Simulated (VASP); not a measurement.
# AgBr (Fm-3m) in VASP: a series of runs, part 2 of 4

VASP 6.6.1.

### 3 Band structure, HSE03

POSCAR reads:

```
AgBr
1.0
    0.0000000000      2.8701500000      2.8701500000
    2.8701500000      0.0000000000      2.8701500000
    2.8701500000      2.8701500000      0.0000000000
Ag Br
1 1
Direct
    0.0000000000      0.0000000000      0.0000000000
    0.5000000000      0.5000000000      0.5000000000
```

INCAR.step1 reads:

```
SYSTEM = AgBr
PREC = Accurate ; ENCUT = 520
EDIFF = 1E-5 ; ISMEAR = 0
SIGMA = 0.02 ; LREAL = .False.
LASPH = .True. ; NELM = 60
ALGO = Normal ; ISIF = 2
LWAVE = .True. ; LCHARG = .False.
LMAXMIX = 4 ; NBANDS = 16
GGA = PE ; KPAR = 4
```

INCAR.step2 reads:

```
SYSTEM = AgBr
PREC = Accurate ; ENCUT = 520
EDIFF = 1E-6 ; ISMEAR = 0
SIGMA = 0.02 ; LREAL = .False.
LASPH = .True. ; NELM = 60
ALGO = Normal ; ISIF = 2
LWAVE = .False. ; LCHARG = .False.
LMAXMIX = 4 ; GGA = PE
LHFCALC = .True. ; HFSCREEN = 0.3
PRECFOCK = Fast ; NBANDS = 16
ISTART = 1 ; KPAR = 4
```

KPOINTS reads:

```
Automatic mesh
0
Gamma
  6 6 6
  0 0 0
```

KPOINTS_OPT reads:

```
path GXWKGLUWLK,UX
12
line-mode
reciprocal
 0.0000000000  0.0000000000  0.0000000000  G
 0.5000000000  0.0000000000  0.5000000000  X

 0.5000000000  0.0000000000  0.5000000000  X
 0.5000000000  0.2500000000  0.7500000000  W

 0.5000000000  0.2500000000  0.7500000000  W
 0.3750000000  0.3750000000  0.7500000000  K

 0.3750000000  0.3750000000  0.7500000000  K
 0.0000000000  0.0000000000  0.0000000000  G

 0.0000000000  0.0000000000  0.0000000000  G
 0.5000000000  0.5000000000  0.5000000000  L

 0.5000000000  0.5000000000  0.5000000000  L
 0.6250000000  0.2500000000  0.6250000000  U

 0.6250000000  0.2500000000  0.6250000000  U
 0.5000000000  0.2500000000  0.7500000000  W

 0.5000000000  0.2500000000  0.7500000000  W
 0.5000000000  0.5000000000  0.5000000000  L

 0.5000000000  0.5000000000  0.5000000000  L
 0.3750000000  0.3750000000  0.7500000000  K

 0.6250000000  0.2500000000  0.6250000000  U
 0.5000000000  0.0000000000  0.5000000000  X
```

Potentials or basis: VASP PAW PBE potentials, release 64 (Ag, Br).

On the command line:

```console
$ cat potpaw_PBE.64/Ag/POTCAR potpaw_PBE.64/Br/POTCAR > POTCAR
$ cp INCAR.step1 INCAR
$ mpirun -np 4 vasp_std > vasp.out
$ cp INCAR.step2 INCAR
$ mpirun -np 4 vasp_std > vasp.out
```

OUTCAR:

```text
SYSTEM = AgBr
   PREC = Accurate
   ENCUT = 520
   EDIFF = 1E-6
   ISMEAR = 0
   LREAL = .False.
   LASPH = .True.
   NELM = 60
   ISIF = 2
   GGA = PE
   LHFCALC = .True.
   HFSCREEN = 0.3
   PRECFOCK = Fast
   ISTART = 1

 ion  position               nearest neighbor table
   1  0.000  0.000  0.000-   2 2.87   2 2.87   2 2.87   2 2.87   2 2.87   2 2.87
   2  0.500  0.500  0.500-   1 2.87   1 2.87   1 2.87   1 2.87   1 2.87   1 2.87

  LATTYP: Found a face centered cubic cell.
 ALAT       =     5.7403000000

  Lattice vectors:

 A1 = (   0.0000000000,   2.8701500000,   2.8701500000)
 A2 = (   2.8701500000,   0.0000000000,   2.8701500000)
 A3 = (   2.8701500000,   2.8701500000,   0.0000000000)

Analysis of symmetry for initial positions (statically):
=====================================================================
 Subroutine PRICEL returns:
 Original cell was already a primitive cell.

 Routine SETGRP: Setting up the symmetry group for a
 face centered cubic supercell.

 Subroutine GETGRP returns: Found 48 space group operations
 (whereof 48 operations were pure point group operations)
 out of a pool of 48 trial point group operations.

The static configuration has the point symmetry O_h .

Analysis of symmetry for dynamics (positions and initial velocities):
=====================================================================
 Subroutine PRICEL returns:
 Original cell was already a primitive cell.

 Routine SETGRP: Setting up the symmetry group for a
 face centered cubic supercell.

 Subroutine GETGRP returns: Found 48 space group operations
 (whereof 48 operations were pure point group operations)
 out of a pool of 48 trial point group operations.

The dynamic configuration has the point symmetry O_h .

[... 111 lines left out ...]
  Fermi-wavevector in a.u.,A,eV,Ry     =   1.186454  2.242074 19.152570  1.407674
  Thomas-Fermi vector in A             =   2.322627
   LORBIT       =      0    0 simple, 1 ext, 2 COOP (PROOUT), +10 PAW based schemes
   GGA     = PE    functional components
   LHFCALC =     T    Hartree Fock is set to
   PRECFOCK=fast      Normal, Fast or Accurate (Low or Medium for compatibility)
   ENCUT4O =  -1.0   cutoff for four orbital integrals eV
   NKREDX  =     1    reduce k-point grid by
   NKREDY  =     1    reduce k-point grid by
   NKREDZ  =     1    reduce k-point grid by
   AEXX    =    0.2500 exact exchange contribution
   HFSCREEN=    0.3000 screening length (either q_TF or 0.3 A-1)
   HFSCREENC=   0.3000 screening length for correlation (either q_TF or 0.3 A-1)
   ENCUTFOCK=  -1.0 apply spherical cutoff to Coloumb kernel
   IVDW    =     0    specifies the selected vdW correction
   LEPSILON=     F    determine dielectric tensor
   LRPA    =     F    only Hartree local field effects (RPA)
 non-spin polarized calculation
 Gauss-broadening in eV      SIGMA  =   0.02
  energy-cutoff  :      520.00
  volume of cell :       47.29
 maximum number of plane-waves:      1303
  NGX = 18; NGY = 18; NGZ = 18

 number of electron      18.0000002 magnetization

 Free energy of the ion-electron system (eV)
  ---------------------------------------------------
  ext. energy  EPLUGINS =         0.00000000
  ---------------------------------------------------
  free energy    TOTEN  =        -5.89603173 eV

  energy without entropy =       -5.89603173  energy(sigma->0) =       -5.89603173

 E-fermi :   2.9689     XC(G=0):  -8.2852

 val. band max:        2.8308862966   @ k =   0.5000   0.0000   0.0000
 cond. band min:       4.6311469175   @ k =   0.0000   0.0000   0.0000
 fundamental gap:      1.8002606209
 Fermi energy:         2.9689132023

 k-point     1 :       0.0000    0.0000    0.0000
  band No.  band energies     occupation
      1     -13.2146      2.00000
      2      -0.4769      2.00000
      3      -0.4769      2.00000
      4      -0.4425      2.00000
      5      -0.4425      2.00000
      6      -0.4425      2.00000
[... 281 lines left out ...]
      3      -1.4180      2.00000
      4      -1.0742      2.00000
      5      -0.0392      2.00000
      6      -0.0371      2.00000
[... 8 lines left out ...]
     15      17.9045      0.00000
     16      19.0817      0.00000

------------------------ aborting loop because EDIFF is reached ----------------------------------------

  FORCE on cell =-STRESS in cart. coord.  units (eV):
  Direction    XX          YY          ZZ          XY          YZ          ZX
  --------------------------------------------------------------------------------------
  -------------------------------------------------------------------------------------
  Total        0.5924786      0.5924786      0.5924786     -0.0000000     -0.0000000     -0.0000000
  in kB       20.0742555     20.0742555     20.0742555     -0.0000000     -0.0000000     -0.0000000
  external PRESSURE =      20.0742555 kB  Pullay stress =       0.0000000 kB

 VOLUME and BASIS-vectors are now :
 -----------------------------------------------------------------------------
  energy-cutoff  :      520.00
  volume of cell :       47.29
      direct lattice vectors                 reciprocal lattice vectors
     0.000000000  2.870150000  2.870150000    -0.174206923  0.174206923  0.174206923
     2.870150000  0.000000000  2.870150000     0.174206923 -0.174206923  0.174206923
     2.870150000  2.870150000  0.000000000     0.174206923  0.174206923 -0.174206923

 POSITION                                       TOTAL-FORCE (eV/Angst)
 -----------------------------------------------------------------------------------
      0.00000      0.00000      0.00000        -0.000000      0.000000      0.000000
      2.87015      2.87015      2.87015         0.000000     -0.000000     -0.000000
 -----------------------------------------------------------------------------------
    total drift:                                0.000107      0.000140      0.000128

  FREE ENERGIE OF THE ION-ELECTRON SYSTEM (eV)
  ---------------------------------------------------
  free  energy   TOTEN  =        -5.8960317327 eV

  energy  without entropy=       -5.8960317327  energy(sigma->0) =       -5.89603173
```

OUTCAR.step1:

```text
SYSTEM = AgBr
   PREC = Accurate
   ENCUT = 520
   EDIFF = 1E-5
   ISMEAR = 0
   LREAL = .False.
   LASPH = .True.
[... 515 lines left out ...]
      0.00000      0.00000      0.00000         0.000000      0.000000      0.000000
      2.87015      2.87015      2.87015        -0.000000     -0.000000     -0.000000
 -----------------------------------------------------------------------------------
    total drift:                               -0.000000      0.000000      0.000000

  FREE ENERGIE OF THE ION-ELECTRON SYSTEM (eV)
  ---------------------------------------------------
  free  energy   TOTEN  =        -4.9819154562 eV

  energy  without entropy=       -4.9819154562  energy(sigma->0) =       -4.98191546
```

OSZICAR.step1:

```text
N       E                     dE             d eps       ncg     rms          rms(c)
DAV:   1     0.101318877273E+03    0.10132E+03   -0.86438E+03   520   0.102E+03
DAV:   2    -0.145528948791E+01   -0.10277E+03   -0.95343E+02   632   0.221E+02
DAV:   3    -0.508072853423E+01   -0.36254E+01   -0.36183E+01   640   0.422E+01
DAV:   4    -0.509878463659E+01   -0.18056E-01   -0.18056E-01   640   0.325E+00
DAV:   5    -0.509895114684E+01   -0.16651E-03   -0.16651E-03   632   0.307E-01    0.625E+00
DAV:   6    -0.498611137530E+01    0.11284E+00   -0.17974E-01   632   0.598E+00    0.412E+00
DAV:   7    -0.498184503508E+01    0.42663E-02   -0.61453E-02   576   0.163E+00    0.160E+00
DAV:   8    -0.498187035232E+01   -0.25317E-04   -0.41560E-03   608   0.659E-01    0.255E-01
DAV:   9    -0.498188884189E+01   -0.18490E-04   -0.54920E-04   600   0.243E-01    0.336E-02
DAV:  10    -0.498190770559E+01   -0.18864E-04   -0.31577E-05   640   0.769E-02    0.187E-02
DAV:  11    -0.498191545622E+01   -0.77506E-05   -0.14269E-05   552   0.303E-02
   1 F= -.49819155E+01 E0= -.49819155E+01  d E =-.107391E-11
```

Wall time 33 min (4 MPI ranks of Intel Xeon Platinum 8488C (Sapphire Rapids), shared host); peak memory 0.36 GiB.

Results:

| Item | Value |
| --- | --- |
| Free energy | -5.8960 eV |
| Pressure | 2.0 GPa |
| Band gap on the k mesh | 1.80 eV, indirect (least direct gap 3.63 eV) |
| Band gap along the path | 1.80 eV, indirect (least direct gap 3.63 eV) |

Levels at the corners of the path, in eV from the valence-band top:
| point | band 6 | band 7 | band 8 | band 9 | band 10 | band 11 | band 12 | band 13 |
| --- | --- | --- | --- | --- | --- | --- | --- | --- |
| Γ | -3.27 | -1.83 | -1.83 | -1.83 | 1.80 | 11.06 | 11.06 | 11.06 |
| X | -2.87 | -2.80 | -2.80 | -2.77 | 2.80 | 8.03 | 10.38 | 12.53 |
| X | -2.87 | -2.80 | -2.80 | -2.77 | 2.80 | 8.03 | 10.38 | 12.53 |
| W | -2.87 | -2.61 | -2.61 | -1.61 | 5.00 | 8.40 | 8.80 | 8.80 |
| W | -2.87 | -2.61 | -2.61 | -1.61 | 5.00 | 8.40 | 8.80 | 8.80 |
| K | -2.92 | -2.60 | -2.29 | -1.30 | 4.17 | 7.93 | 9.45 | 10.53 |
| K | -2.92 | -2.60 | -2.29 | -1.30 | 4.17 | 7.93 | 9.45 | 10.53 |
| Γ | -3.27 | -1.83 | -1.83 | -1.83 | 1.80 | 11.06 | 11.06 | 11.06 |
| Γ | -3.27 | -1.83 | -1.83 | -1.83 | 1.80 | 11.06 | 11.06 | 11.06 |
| L | -2.98 | -2.49 | 0.00 | 0.00 | 4.75 | 7.95 | 7.95 | 8.11 |
| L | -2.98 | -2.49 | 0.00 | 0.00 | 4.75 | 7.95 | 7.95 | 8.11 |
| U | -2.92 | -2.60 | -2.29 | -1.30 | 4.17 | 7.93 | 9.45 | 10.53 |
| U | -2.92 | -2.60 | -2.29 | -1.30 | 4.17 | 7.93 | 9.45 | 10.53 |
| W | -2.87 | -2.61 | -2.61 | -1.61 | 5.00 | 8.40 | 8.80 | 8.80 |
| W | -2.87 | -2.61 | -2.61 | -1.61 | 5.00 | 8.40 | 8.80 | 8.80 |
| L | -2.98 | -2.49 | 0.00 | 0.00 | 4.75 | 7.95 | 7.95 | 8.11 |
| L | -2.98 | -2.49 | 0.00 | 0.00 | 4.75 | 7.95 | 7.95 | 8.11 |
| K | -2.92 | -2.60 | -2.29 | -1.30 | 4.17 | 7.93 | 9.45 | 10.53 |
| U | -2.92 | -2.60 | -2.29 | -1.30 | 4.17 | 7.93 | 9.45 | 10.53 |
| X | -2.87 | -2.80 | -2.80 | -2.77 | 2.80 | 8.03 | 10.38 | 12.53 |

Caveat: the PAW data sets were made with another functional, which shifts forces and pressure a little.

(Part 2 of 4 ends here.)
